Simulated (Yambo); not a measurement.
# PbS (Galena) (Fm-3m) in Yambo: further runs

The runs below take PbS (Galena) through energy-loss spectrum, with PBE.

Program: Yambo 5.3.0. These are calculated values, not measurements. Logs are shortened: lines on timing, memory, paths and dates and some standing lists are left out, and cuts for length are marked.

**1. The structure**

The structure is cubic, space group Fm-3m (No. 225). The conventional cell has a = 5.931 Å, b = 5.931 Å, c = 5.931 Å, α = 90.00°, β = 90.00°, γ = 90.00°. Around Pb (site symmetry m-3m) lie 6 S at 2.97 Å. S (site symmetry m-3m) has 6 Pb at 2.97 Å as nearest neighbours.

**2. Energy-loss spectrum, PBE**

Input file eels0.in:

```
optics
chi
Chimod= "HARTREE"
% BndsRnXd
 1 | 40 |
%
NGsBlkXd= 3 Ry
% LongDrXd
 1 | 1 | 1 |
%
% QpntsRXd
 2 | 2 |
%
% EnRngeXd
 0 | 50 | eV
%
% DmRngeXd
 0.3 | 0.3 | eV
%
ETStpsXd= 250
```

Input file scf.in:

```
&CONTROL
  calculation = 'scf'
  prefix = 'pwscf'
  outdir = './tmp'
  pseudo_dir = './pseudo'
/
&SYSTEM
  ibrav = 0
  nat = 2
  ntyp = 2
  ecutwfc = 56
  nbnd = 16
  occupations = 'smearing'
  smearing = 'fd'
  degauss = 0.00367493
  force_symmorphic = .true.
/
&ELECTRONS
  conv_thr = 4d-10
  electron_maxstep = 120
  mixing_beta = 0.5
/
ATOMIC_SPECIES
Pb   207.2000 Pb.upf
S     32.0600 S.upf
CELL_PARAMETERS angstrom
   0.0000000000    2.9657500000    2.9657500000
   2.9657500000    0.0000000000    2.9657500000
   2.9657500000    2.9657500000    0.0000000000
ATOMIC_POSITIONS crystal
Pb     0.0000000000    0.0000000000    0.0000000000
S      0.5000000000    0.5000000000    0.5000000000
K_POINTS automatic
12 12 12 0 0 0
```

Input file nscf.in:

```
&CONTROL
  calculation = 'nscf'
  prefix = 'pwscf'
  outdir = './tmp'
  pseudo_dir = './pseudo'
/
&SYSTEM
  ibrav = 0
  nat = 2
  ntyp = 2
  ecutwfc = 56
  nbnd = 40
  occupations = 'fixed'
  force_symmorphic = .true.
/
&ELECTRONS
  conv_thr = 1d-08
  diago_full_acc = .true.
  diago_thr_init = 1d-06
/
ATOMIC_SPECIES
Pb   207.2000 Pb.upf
S     32.0600 S.upf
CELL_PARAMETERS angstrom
   0.0000000000    2.9657500000    2.9657500000
   2.9657500000    0.0000000000    2.9657500000
   2.9657500000    2.9657500000    0.0000000000
ATOMIC_POSITIONS crystal
Pb     0.0000000000    0.0000000000    0.0000000000
S      0.5000000000    0.5000000000    0.5000000000
K_POINTS automatic
12 12 12 0 0 0
```

Potentials or basis: PseudoDojo 0.4.1 SR PBE standard.

Command:

```
> OMP_NUM_THREADS=1 pw.x -in scf.in > scf.out
> OMP_NUM_THREADS=1 pw.x -in nscf.in > nscf.out
> cd tmp/pwscf.save; p2y; mv SAVE ../..; cd ../..
> OMP_NUM_THREADS=1 yambo
> OMP_NUM_THREADS=1 yambo -F eels0.in -J eels0 -C eels0_out
```

Yambo's report:

```text
[... sections 02.01 to 02.04 as in the set-up run ...]

  [02.05] Energies & Occupations
  ==============================

  [X] === General ===
  [X] Electronic Temperature                        :  0.000000  0.000000 [eV K]
  [X] Bosonic    Temperature                        :  0.000000  0.000000 [eV K]
  [X] Finite Temperature mode                       : no
  [X] El. density                                   :  0.38335E+24 [cm-3]
  [X] Fermi Level                                   :  8.707507 [eV]

  [X] === Gaps and Widths ===
  [X] Conduction Band Min                           :  0.369047 [eV]
  [X] Valence Band Max                              :  0.000000 [eV]
  [X] Filled Bands                                  :  10
  [X] Empty Bands                                   :   11   40
  [X] Direct Gap                                    :  0.369047 [eV]
  [X] Direct Gap localized at k                     :   7
  [X] Indirect Gap                                  :  0.369047 [eV]
  [X] Indirect Gap between kpts                     :   7   7
  [X] Last valence band width                       :  3.435674 [eV]
  [X] 1st conduction band width                     :  4.841148 [eV]

 [03] Transferred momenta grid and indexing
 ==========================================

 IBZ Q-points                                      :   72
 BZ  Q-points                                      :  1728

 K/Q-points units:
 rlu = crystal or reduced units; cc = cartesian coordinates; iku = interal k-units

 Q [ 1]         [rlu]:  0.000000  0.000000  0.000000
 Q [ 2]         [rlu]: -0.18756E-17 -0.18756E-17  0.83333E-01
 Q [ 3]         [rlu]: -0.37512E-17 -0.37512E-17  0.16667
 Q [ 4]         [rlu]:  0.43103E-17  0.43103E-17  0.25000
 Q [ 5]         [rlu]: -0.75025E-17 -0.75025E-17  0.33333
 Q [ 6]         [rlu]:  0.11439E-16  0.11439E-16  0.41667
 Q [ 7]         [rlu]: -0.86205E-17 -0.86205E-17 -0.50000
 Q [ 8]         [rlu]: -0.15141E-16  0.83333E-01  0.83333E-01
 Q [ 9]         [rlu]: -0.15753E-16  0.83333E-01  0.16667
 Q [10]         [rlu]: -0.37512E-17  0.83333E-01  0.25000
 Q [11]         [rlu]:  0.43103E-17  0.83333E-01  0.33333
 Q [12]         [rlu]: -0.45042E-17  0.83333E-01  0.41667
 Q [13]         [rlu]: -0.22314E-16  0.83333E-01  0.50000
 Q [14]         [rlu]:  0.33724E-17  0.83333E-01 -0.41667
 Q [15]         [rlu]:  0.43240E-17  0.83333E-01 -0.33333
[... 33 lines left out ...]
 Q [49]         [rlu]:  0.083333  0.250000  0.333333
 Q [50]         [rlu]:  0.083333  0.250000  0.416667

 Remaining 22 points informations can be written running with -fatlog

 [04] Optics
 ===========

 [WF-X loader] Normalization (few states)  min/max  :  0.45518E-17   1.0000

 [X-CG] R(p) Tot o/o(of R):    59945   518400      100
```

Run time: 2.4 min. Hardware: 1 thread of Intel Xeon 6975P-C (Granite Rapids), shared host; peak memory 0.69 GiB.

Results:

| Item | Value |
| --- | --- |
| Band gap on the k mesh, mean-field level | 0.37 eV, direct |
| Peak of the energy-loss function | 14.9 eV |

Energy-loss function at q = [0.0, 0.0, 0.083333] (reciprocal lattice):
```json
{"energy (eV)": "0.0", "loss": "0.007"}
{"energy (eV)": "2.2", "loss": "0.026"}
{"energy (eV)": "4.4", "loss": "0.084"}
{"energy (eV)": "6.4", "loss": "0.239"}
{"energy (eV)": "8.6", "loss": "0.493"}
{"energy (eV)": "10.8", "loss": "0.672"}
{"energy (eV)": "13.1", "loss": "0.855"}
{"energy (eV)": "15.3", "loss": "1.660"}
{"energy (eV)": "17.5", "loss": "0.685"}
{"energy (eV)": "19.5", "loss": "0.735"}
{"energy (eV)": "21.7", "loss": "0.903"}
{"energy (eV)": "23.9", "loss": "0.703"}
{"energy (eV)": "26.1", "loss": "0.534"}
{"energy (eV)": "28.3", "loss": "0.563"}
{"energy (eV)": "30.5", "loss": "0.275"}
{"energy (eV)": "32.5", "loss": "0.262"}
{"energy (eV)": "34.7", "loss": "0.225"}
{"energy (eV)": "36.9", "loss": "0.191"}
{"energy (eV)": "39.2", "loss": "0.183"}
{"energy (eV)": "41.4", "loss": "0.215"}
{"energy (eV)": "43.6", "loss": "0.317"}
{"energy (eV)": "45.6", "loss": "0.281"}
{"energy (eV)": "47.8", "loss": "0.251"}
{"energy (eV)": "50.0", "loss": "0.199"}
```

Caveat: spin-orbit coupling is left out, which as a rule narrows the gap of such compounds by several tenths of an eV.

**3. Energy-loss spectrum, PBE**

Input file eels1.in:

```
optics
chi
Chimod= "HARTREE"
% BndsRnXd
 1 | 40 |
%
NGsBlkXd= 3 Ry
% LongDrXd
 1 | 1 | 1 |
%
% QpntsRXd
 3 | 3 |
%
% EnRngeXd
 0 | 50 | eV
%
% DmRngeXd
 0.3 | 0.3 | eV
%
ETStpsXd= 250
```

scf.in is that of step 2.

nscf.in is that of step 2.

Potentials or basis: PseudoDojo 0.4.1 SR PBE standard.

Command:

```
> OMP_NUM_THREADS=1 pw.x -in scf.in > scf.out
> OMP_NUM_THREADS=1 pw.x -in nscf.in > nscf.out
> cd tmp/pwscf.save; p2y; mv SAVE ../..; cd ../..
> OMP_NUM_THREADS=1 yambo
> OMP_NUM_THREADS=1 yambo -F eels1.in -J eels1 -C eels1_out
```

Yambo's report:

```text
[... sections 02.01 to 02.04 as in the set-up run ...]

  [02.05] Energies & Occupations
  ==============================

  [X] === General ===
  [X] Electronic Temperature                        :  0.000000  0.000000 [eV K]
  [X] Bosonic    Temperature                        :  0.000000  0.000000 [eV K]
  [X] Finite Temperature mode                       : no
  [X] El. density                                   :  0.38335E+24 [cm-3]
  [X] Fermi Level                                   :  8.707507 [eV]

  [X] === Gaps and Widths ===
  [X] Conduction Band Min                           :  0.369047 [eV]
  [X] Valence Band Max                              :  0.000000 [eV]
  [X] Filled Bands                                  :  10
  [X] Empty Bands                                   :   11   40
  [X] Direct Gap                                    :  0.369047 [eV]
  [X] Direct Gap localized at k                     :   7
  [X] Indirect Gap                                  :  0.369047 [eV]
  [X] Indirect Gap between kpts                     :   7   7
  [X] Last valence band width                       :  3.435674 [eV]
  [X] 1st conduction band width                     :  4.841148 [eV]

 [03] Transferred momenta grid and indexing
 ==========================================

 IBZ Q-points                                      :   72
 BZ  Q-points                                      :  1728

 K/Q-points units:
 rlu = crystal or reduced units; cc = cartesian coordinates; iku = interal k-units

 Q [ 1]         [rlu]:  0.000000  0.000000  0.000000
 Q [ 2]         [rlu]: -0.18756E-17 -0.18756E-17  0.83333E-01
 Q [ 3]         [rlu]: -0.37512E-17 -0.37512E-17  0.16667
 Q [ 4]         [rlu]:  0.43103E-17  0.43103E-17  0.25000
 Q [ 5]         [rlu]: -0.75025E-17 -0.75025E-17  0.33333
 Q [ 6]         [rlu]:  0.11439E-16  0.11439E-16  0.41667
 Q [ 7]         [rlu]: -0.86205E-17 -0.86205E-17 -0.50000
 Q [ 8]         [rlu]: -0.15141E-16  0.83333E-01  0.83333E-01
 Q [ 9]         [rlu]: -0.15753E-16  0.83333E-01  0.16667
 Q [10]         [rlu]: -0.37512E-17  0.83333E-01  0.25000
 Q [11]         [rlu]:  0.43103E-17  0.83333E-01  0.33333
 Q [12]         [rlu]: -0.45042E-17  0.83333E-01  0.41667
 Q [13]         [rlu]: -0.22314E-16  0.83333E-01  0.50000
 Q [14]         [rlu]:  0.33724E-17  0.83333E-01 -0.41667
 Q [15]         [rlu]:  0.43240E-17  0.83333E-01 -0.33333
[... 33 lines left out ...]
 Q [49]         [rlu]:  0.083333  0.250000  0.333333
 Q [50]         [rlu]:  0.083333  0.250000  0.416667

 Remaining 22 points informations can be written running with -fatlog

 [04] Optics
 ===========

 [WF-X loader] Normalization (few states)  min/max  :  0.45518E-17   1.0000

 [X-CG] R(p) Tot o/o(of R):    60074   518400      100
```

Wall time 2.3 min (1 thread of Intel Xeon 6975P-C (Granite Rapids), shared host); peak memory 0.69 GiB.

What came out:

| Item | Value |
| --- | --- |
| Band gap on the k mesh, mean-field level | 0.37 eV, direct |
| Peak of the energy-loss function | 15.1 eV |

Energy-loss function at q = [0.0, 0.0, 0.16667] (reciprocal lattice):
```csv
energy (eV),loss
0.0,0.007
2.2,0.024
4.4,0.070
6.4,0.207
8.6,0.593
10.8,0.607
13.1,0.828
15.3,1.545
17.5,0.749
19.5,0.780
21.7,0.939
23.9,0.749
26.1,0.545
28.3,0.534
30.5,0.269
32.5,0.260
34.7,0.227
36.9,0.193
39.2,0.181
41.4,0.214
43.6,0.315
45.6,0.279
47.8,0.249
50.0,0.201
```

Caveat: spin-orbit coupling is left out, which as a rule narrows the gap of such compounds by several tenths of an eV. A k mesh can miss the band edges.
